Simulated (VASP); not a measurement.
# Al in VASP: a series of runs

Runs on Al. Level: PBE. Tasks: single point, relaxation of the atoms.

Program: VASP 6.6.1. These are calculated values, not measurements. Logs are shortened: lines on timing, memory, paths and dates and some standing lists are left out, and cuts for length are marked.

### Step 1. Starting point

The cell holds a slab with vacuum, 4 atoms: a = 2.920 Å, b = 2.920 Å, c = 29.333 Å, α = 90.00°, β = 90.00°, γ = 120.00°.

The cell was built by a generator and needn't be a form met in nature.

### Step 2. Single point, PBE

File INCAR:

```
PREC = Accurate ; ENCUT = 520
EDIFF = 1E-7 ; ISMEAR = 1
SIGMA = 0.1 ; LREAL = False
LASPH = True ; NELM = 100
ALGO = Normal ; ISIF = 2
LWAVE = False ; LCHARG = False
LDIPOL = True ; IDIPOL = 3
DIPOL = 0.5 0.5 0.665 ; GGA = PE
NBANDS = 14
```

File KPOINTS:

```
Automatic mesh
0
Gamma
  15 15 1
```

File POSCAR:

```
Al
1.0
    1.4602435473      2.5292160153      0.0000000000
   -2.9204870946      0.0000000000      0.0000000000
    0.0000000000      0.0000000000     29.3328597884
Al
4
Direct
    0.6666666667      0.3333333333      0.5480042161
    0.3333333333      0.6666666667      0.6261914682
    0.0000000000      1.0000000000      0.7032129454
    0.6666666667      0.3333333333      0.7814283302
```

Potentials or basis: VASP PAW PBE potentials, release 64 (Al).

The run is started by

```sh
$ cat potpaw_PBE.64/Al/POTCAR > POTCAR
$ mpirun -np 1 vasp_std > vasp.out
```

OUTCAR:

```text
PREC = Accurate
   ENCUT = 520
   EDIFF = 1E-7
   ISMEAR = 1
   LREAL = False
   LASPH = True
   NELM = 100
   ISIF = 2
   GGA = PE

 ion  position               nearest neighbor table
   1  0.667  0.333  0.548-   2 2.85   2 2.85   2 2.85
   2  0.333  0.667  0.626-   3 2.82   3 2.82   3 2.82   1 2.85   1 2.85   1 2.85
   3  0.000  0.000  0.703-   2 2.82   2 2.82   2 2.82   4 2.85   4 2.85   4 2.85
   4  0.667  0.333  0.781-   3 2.85   3 2.85   3 2.85

  LATTYP: Found a hexagonal cell.
 ALAT       =     2.9204870946
 C/A-ratio  =    10.0438244850

  Lattice vectors:

 A1 = (   1.4602435473,   2.5292160153,   0.0000000000)
 A2 = (  -2.9204870946,   0.0000000000,   0.0000000000)
 A3 = (   0.0000000000,   0.0000000000,  29.3328597884)

Analysis of symmetry for initial positions (statically):
=====================================================================
 Subroutine PRICEL returns:
 Original cell was already a primitive cell.

 Routine SETGRP: Setting up the symmetry group for a
 hexagonal supercell.

 Subroutine GETGRP returns: Found  6 space group operations
 (whereof  6 operations were pure point group operations)
 out of a pool of 24 trial point group operations.

The static configuration has the point symmetry C_3v.

Analysis of symmetry for dynamics (positions and initial velocities):
=====================================================================
 Subroutine PRICEL returns:
 Original cell was already a primitive cell.

 Routine SETGRP: Setting up the symmetry group for a
 hexagonal supercell.

 Subroutine GETGRP returns: Found  6 space group operations
 (whereof  6 operations were pure point group operations)
 out of a pool of 24 trial point group operations.

The dynamic configuration has the point symmetry C_3v.

 Subroutine INISYM returns: Found  6 space group operations
 (whereof  6 operations are pure point group operations),
 and found     1 'primitive' translations

----------------------------------------------------------------------------------------

                                     Primitive cell

  volume of cell :     216.6684

  direct lattice vectors                    reciprocal lattice vectors
     1.460243547  2.529216015  0.000000000     0.000000000  0.395379435  0.000000000
    -2.920487095  0.000000000  0.000000000    -0.342408635  0.197689718  0.000000000
     0.000000000  0.000000000 29.332859788     0.000000000  0.000000000  0.034091459

  length of vectors
     2.920487095  2.920487095 29.332859788     0.395379435  0.395379435  0.034091459

  position of ions in fractional coordinates (direct lattice)
     0.666666667  0.333333333  0.548004216
     0.333333333  0.666666667  0.626191468
     0.000000000  0.000000000  0.703212945
     0.666666667  0.333333333  0.781428330

  ion indices of the primitive-cell ions
   primitive index   ion index
                 1           1
                 2           2
                 3           3
                 4           4

----------------------------------------------------------------------------------------

 KPOINTS: Automatic mesh

Automatic generation of k-mesh.
 Grid dimensions read from file:
 generate k-points for:   15   15    1

 Generating k-lattice:

  Cartesian coordinates                     Fractional coordinates (reciprocal lattice)
     0.000000000  0.026358629  0.000000000     0.066666667  0.000000000  0.000000000
    -0.022827242  0.013179315  0.000000000    -0.000000000  0.066666667  0.000000000
     0.000000000  0.000000000  0.034091459     0.000000000  0.000000000  1.000000000

  Length of vectors
     0.026358629  0.026358629  0.034091459

  Shift w.r.t. Gamma in fractional coordinates (k-lattice)
     0.000000000  0.000000000  0.000000000

 Subroutine IBZKPT returns following result:
 ===========================================

 Found     27 irreducible k-points:

 Following reciprocal coordinates:
            Coordinates               Weight
  0.000000  0.000000  0.000000      1.000000
  0.066667  0.000000  0.000000      6.000000
  0.133333  0.000000  0.000000      6.000000
  0.200000  0.000000  0.000000      6.000000
  0.266667  0.000000  0.000000      6.000000
  0.333333  0.000000  0.000000      6.000000
[... 16 lines left out ...]
  0.333333  0.200000  0.000000     12.000000
  0.400000  0.200000  0.000000      6.000000
 [... further k-points ...]
   k-points           NKPTS =     27   k-points in BZ     NKDIM =     27   number of bands    NBANDS=     14
   number of dos      NEDOS =    301   number of ions     NIONS =      4
   total plane-waves  NPLWV = 129024
   dimension x,y,z NGX =    24 NGY =   24 NGZ =  224
   dimension x,y,z NGXF=    48 NGYF=   48 NGZF=  448
   ions per type =               4
   NGX,Y,Z   is equivalent  to a cutoff of  13.66, 13.66, 12.70 a.u.
   NGXF,Y,Z  is equivalent  to a cutoff of  27.32, 27.32, 25.39 a.u.
 SYSTEM =  unknown system
   PREC   = accura    normal or accurate (medium, high low for compatibility)
   ISTART =      0    job   : 0-new  1-cont  2-samecut
   ICHARG =      2    charge: 1-file 2-atom 10-const
   ISPIN  =      1    spin polarized calculation?
   LNONCOLLINEAR =      F non collinear calculations
   LSORBIT =      F    spin-orbit coupling
   LASPH  =      T    aspherical Exc in radial PAW
   ENCUT  =  520.0 eV  38.22 Ry    6.18 a.u.   5.43  5.43 54.54*2*pi/ulx,y,z
   NELM   =    100;   NELMIN=  2; NELMDL= -5     # of ELM steps
   EDIFF  = 0.1E-06   stopping-criterion for ELM
   LREAL  =      F    real-space projection
   EDIFFG = 0.1E-05   stopping-criterion for IOM
   NSW    =      0    number of steps for IOM
   IBRION =     -1    ionic relax: 0-MD 1-quasi-New 2-CG
   NFREE  =      0    steps in history (QN), initial steepest desc. (CG)
   ISIF   =      2    stress and relaxation
   ISYM   =      2    0-nonsym 1-usesym 2-fastsym
   POTIM  = 0.5000    time-step for ionic-motion
   TEBEG  =    0.0;   TEEND  =   0.0 temperature during run
   PSTRESS=    0.0 pullay stress
   NELECT =      12.0000    total number of electrons
   NUPDOWN=      -1.0000    fix difference up-down
   EMIN   =  10.00;   EMAX   =-10.00  energy-range for DOS
   EFERMI =   0.00;   METHOD = LEGACY
   ISMEAR =     1;   SIGMA  =   0.10  broadening in eV -4-tet -1-fermi 0-gaus
   EFERMI_NEDOS =   21; number of points for ismear=-14 and -15
   IALGO  =     38    algorithm
   IMIX   =      4    mixing-type and parameters
     AMIX     =   0.40;   BMIX     =  1.00
     AMIX_MAG =   1.60;   BMIX_MAG =  1.00
  volume/ion in A,a.u.               =      54.17       365.54
  Fermi-wavevector in a.u.,A,eV,Ry     =   0.624027  1.179240  5.298240  0.389410
  Thomas-Fermi vector in A             =   1.684440
   LORBIT       =      0    0 simple, 1 ext, 2 COOP (PROOUT), +10 PAW based schemes
   GGA     = PE    functional components
   LHFCALC =     F    Hartree Fock is set to
   AEXX    =    0.0000 exact exchange contribution
   IVDW    =     0    specifies the selected vdW correction
   LEPSILON=     F    determine dielectric tensor
   LRPA    =     F    only Hartree local field effects (RPA)
 non-spin polarized calculation
 Methfessel and Paxton  Order N= 1 SIGMA  =   0.10
  energy-cutoff  :      520.00
  volume of cell :      216.67
 maximum number of plane-waves:      5977
 NGX is ok and might be reduce to    24
   NGX = 11   NGY = 11   NGZ =109

 dipolmoment           0.000000      0.000000      0.000008 electrons x Angstroem

 number of electron      12.0000000 magnetization

 dipolmoment           0.000000      0.000000     -0.000016 electrons x Angstroem

 Free energy of the ion-electron system (eV)
  ---------------------------------------------------
  ext. energy  EPLUGINS =         0.00000000
  ---------------------------------------------------
  free energy    TOTEN  =       -14.15677611 eV

  energy without entropy =      -14.15397731  energy(sigma->0) =      -14.15584318

 E-fermi :  -0.2655     XC(G=0):  -3.7873

 val. band max:       -0.2813606608   @ k =   0.0667   0.0000   0.0000
 cond. band min:      -0.2415113369   @ k =   0.2667   0.2000   0.0000
 fundamental gap:      0.0398493240
 Fermi energy:        -0.2654787016

 k-point     1 :       0.0000    0.0000    0.0000
  band No.  band energies     occupation
      1     -10.9206      2.00000
      2      -9.7877      2.00000
      3      -8.1147      2.00000
      4      -5.7668      2.00000
      5      -3.3738      2.00000
      6      -0.3772      2.06680
      7       2.0994      0.00000
      8       3.3333      0.00000
      9       3.6989      0.00000
     10       4.3141      0.00000
     11       4.4264      0.00000
     12       5.7172      0.00000
     13       5.8202      0.00000
     14       7.6138      0.00000

 k-point     2 :       0.0667    0.0000    0.0000
  band No.  band energies     occupation
      1     -10.8180      2.00000
      2      -9.6857      2.00000
      3      -8.0135      2.00000
      4      -5.6657      2.00000
      5      -3.2777      2.00000
      6      -0.2814      1.26509
      7       2.1954      0.00000
      8       3.4345      0.00000
      9       3.8020      0.00000
     10       4.4142      0.00000
     11       4.5279      0.00000
     12       5.8148      0.00000
     13       5.9140      0.00000
     14       7.6633      0.00000

 k-point     3 :       0.1333    0.0000    0.0000
  band No.  band energies     occupation
      1     -10.5106      2.00000
      2      -9.3800      2.00000
      3      -7.7103      2.00000
      4      -5.3630      2.00000
      5      -2.9894      2.00000
      6       0.0035     -0.00095
      7       2.4757      0.00000
      8       3.7331      0.00000
      9       4.1083      0.00000
     10       4.6995      0.00000
     11       4.8221      0.00000
     12       5.6459      0.00000
     13       6.1380      0.00000
     14       6.2214      0.00000

 k-point     4 :       0.2000    0.0000    0.0000
  band No.  band energies     occupation
      1      -9.9998      2.00000
      2      -8.8721      2.00000
      3      -7.2065      2.00000
      4      -4.8612      2.00000
      5      -2.5105      2.00000
      6       0.4614     -0.00000
      7       2.7799      0.00000
      8       3.4814      0.00000
      9       4.2466      0.00000
     10       4.3663      0.00000
     11       4.6405      0.00000
     12       5.2329      0.00000
     13       5.3749      0.00000
     14       5.8934      0.00000

 k-point     5 :       0.2667    0.0000    0.0000
  band No.  band energies     occupation
      1      -9.2877      2.00000
      2      -8.1641      2.00000
      3      -6.5048      2.00000
      4      -4.1651      2.00000
      5      -1.8474      2.00000
      6       0.7520     -0.00000
      7       1.4350     -0.00000
      8       2.2328      0.00000
      9       3.5059      0.00000
     10       3.9592      0.00000
     11       4.9776      0.00000
[... 276 lines left out ...]
 k-point    22 :       0.2667    0.2000    0.0000
  band No.  band energies     occupation
      1      -7.1720      2.00000
      2      -6.0620      2.00000
      3      -4.4287      2.00000
      4      -2.1786      2.00000
      5      -1.2753      2.00000
      6      -0.2415      0.60697
      7       0.0539     -0.00006
      8       0.4250     -0.00000
      9       1.1433     -0.00000
     10       1.5932     -0.00000
     11       2.9191      0.00000
     12       3.3444      0.00000
     13       3.9570      0.00000
     14       5.2384      0.00000

 k-point    23 :       0.3333    0.2000    0.0000
  band No.  band energies     occupation
      1      -5.9772      2.00000
      2      -4.8778      2.00000
      3      -3.2859      2.00000
      4      -3.0484      2.00000
      5      -1.9636      2.00000
      6      -0.9149      2.00000
      7      -0.3087      1.66159
      8      -0.1065     -0.04712
      9       0.9979     -0.00000
     10       1.4503     -0.00000
     11       2.1230      0.00000
     12       2.7461      0.00000
     13       4.2174      0.00000
     14       4.4865      0.00000

 k-point    24 :       0.4000    0.2000    0.0000
  band No.  band energies     occupation
      1      -4.6107      2.00000
      2      -4.5843      2.00000
      3      -3.5441      2.00000
      4      -3.5091      2.00000
      5      -2.1091      2.00000
      6      -1.5818      2.00000
      7      -0.3536      2.01613
      8       0.1529     -0.00000
      9       0.7811     -0.00000
     10       1.1783     -0.00000
     11       2.4365      0.00000
     12       2.7084      0.00000
     13       2.9917      0.00000
     14       4.7529      0.00000

 [... further k-points ...]

------------------------ aborting loop because EDIFF is reached ----------------------------------------

 vacuum level on the upper side and lower side of the slab       (xc-potential included)        -0.082        -0.082

  FORCE on cell =-STRESS in cart. coord.  units (eV):
  Direction    XX          YY          ZZ          XY          YZ          ZX
  --------------------------------------------------------------------------------------
  -------------------------------------------------------------------------------------
  Total       -2.0477353     -2.0477353     -0.0314833      0.0000000      0.0000000      0.0000000
  in kB      -15.1421927    -15.1421927     -0.2328066      0.0000000      0.0000000      0.0000000
  external PRESSURE =     -10.1723973 kB  Pullay stress =       0.0000000 kB

 VOLUME and BASIS-vectors are now :
 -----------------------------------------------------------------------------
  energy-cutoff  :      520.00
  volume of cell :      216.67
      direct lattice vectors                 reciprocal lattice vectors
     1.460243547  2.529216015  0.000000000     0.000000000  0.395379435  0.000000000
    -2.920487095  0.000000000  0.000000000    -0.342408635  0.197689718  0.000000000
     0.000000000  0.000000000 29.332859788     0.000000000  0.000000000  0.034091459

 POSITION                                       TOTAL-FORCE (eV/Angst)
 -----------------------------------------------------------------------------------
      0.00000      1.68614     16.07453         0.000000     -0.000000      0.003564
     -1.46024      0.84307     18.36799         0.000000      0.000000     -0.000718
      0.00000      0.00000     20.62725        -0.000000      0.000000      0.003105
      0.00000      1.68614     22.92153        -0.000000      0.000000     -0.005951
 -----------------------------------------------------------------------------------
    total drift:                               -0.000000     -0.000000      0.000016

  FREE ENERGIE OF THE ION-ELECTRON SYSTEM (eV)
  ---------------------------------------------------
  free  energy   TOTEN  =       -14.1567761142 eV

  energy  without entropy=      -14.1539773064  energy(sigma->0) =      -14.15584318

 vacuum level on the upper side and lower side of the slab         3.644         3.644
```

Wall time 2.2 min (1 thread of Intel Xeon Platinum 8259CL at 2.50GHz (Skylake/Cascade Lake), shared host); peak memory 0.36 GiB.

Results:

```
Free energy            : -14.1568 eV
Largest force          : 0.006 eV/Å
Band gap on the k mesh : none (metal or under the smearing width)
```

Forces in eV/Å, atoms in the order of the input:
```
Al   0.000  0.000  0.004
Al   0.000  0.000 -0.001
Al   0.000  0.000  0.003
Al   0.000  0.000 -0.006
```

Levels at points of the mesh, in eV from the Fermi level:
```tsv
k point	band 3	band 4	band 5	band 6	band 7	band 8	band 9	band 10
(0.00, 0.00, 0.00)	-7.85	-5.50	-3.11	-0.11	2.36	3.60	3.96	4.58
```

### Step 3. Relaxation of the atoms, PBE

File INCAR:

```
SYSTEM = Al
PREC = Accurate
ENCUT = 520
EDIFF = 1E-7
ISMEAR = 1
SIGMA = 0.1
LREAL = .FALSE.
LASPH = .TRUE.
NELM = 100
ALGO = Normal
ISIF = 2
LWAVE = .FALSE.
LCHARG = .FALSE.
LDIPOL = .TRUE.
IDIPOL = 3
DIPOL = 0.5 0.5 0.665
GGA = PE
IBRION = 2
NSW = 80
EDIFFG = -0.02
```

File KPOINTS:

```
Automatic mesh
0
G
  15 15 1
  0 0 0
```

File POSCAR:

```
Al
1.0
    1.4602435473      2.5292160153      0.0000000000
   -2.9204870946      0.0000000000      0.0000000000
    0.0000000000      0.0000000000     29.3328597884
Al
4
Direct
    0.6666666667      0.3333333333      0.5468480259
    0.3333333333      0.6666666667      0.6247759660
    0.0000000000      1.0000000000      0.7040937731
    0.6666666667      0.3333333333      0.7831191949
```

Potentials or basis: VASP PAW PBE potentials, release 64 (Al).

The run is started by

```sh
$ cat potpaw_PBE.64/Al/POTCAR > POTCAR
$ mpirun -np 1 vasp_std > vasp.out
```

It took 6.9 min on 1 thread of Intel Xeon Platinum 8259CL at 2.50GHz (Skylake/Cascade Lake), shared host; peak memory 0.37 GiB.

Results (log left out):

```
Free energy                  : -14.1568 eV
Energy gained by relaxing    : 1.7 meV/atom
Ionic steps                  : 9
Largest force after relaxing : 0.006 eV/Å
Band gap on the k mesh       : none (metal or under the smearing width)
```

Forces in eV/Å, atoms in the order of the input:
```
Al   0.000  0.000  0.000
Al   0.000  0.000  0.006
Al   0.000  0.000 -0.003
Al   0.000  0.000 -0.004
```

Step by step:
| step | energy change (eV) | largest force (eV/Å) | pressure (GPa) |
| --- | --- | --- | --- |
| 1 | 0.0000 | 0.2058 | -1.20 |
| 2 | -0.0024 | 0.1317 | -1.21 |
| 3 | -0.0039 | 0.0771 | -1.22 |
| 4 | -0.0045 | 0.0626 | -1.20 |
| 5 | -0.0056 | 0.0509 | -1.14 |
| 6 | -0.0054 | 0.0762 | -1.00 |
| 7 | -0.0059 | 0.0504 | -1.08 |
| 8 | -0.0064 | 0.0235 | -1.05 |
| 9 | -0.0066 | 0.0063 | -1.01 |

Final structure:
```
Al
1.0
     1.46024    2.52922    0.00000
    -2.92049    0.00000    0.00000
     0.00000    0.00000   29.33286
Al
4
Cartesian
  0.0000 1.6861 16.0751
  -1.4602 0.8431 18.3674
  0.0000 0.0000 20.6277
  0.0000 1.6861 22.9211
```

Levels at points of the mesh, in eV from the Fermi level:
| k point | band 2 | band 3 | band 4 | band 5 | band 6 | band 7 | band 8 | band 9 | band 10 |
| --- | --- | --- | --- | --- | --- | --- | --- | --- | --- |
| (0.00, 0.00, 0.00) | -9.52 | -7.85 | -5.50 | -3.11 | -0.11 | 2.37 | 3.61 | 3.97 | 4.58 |
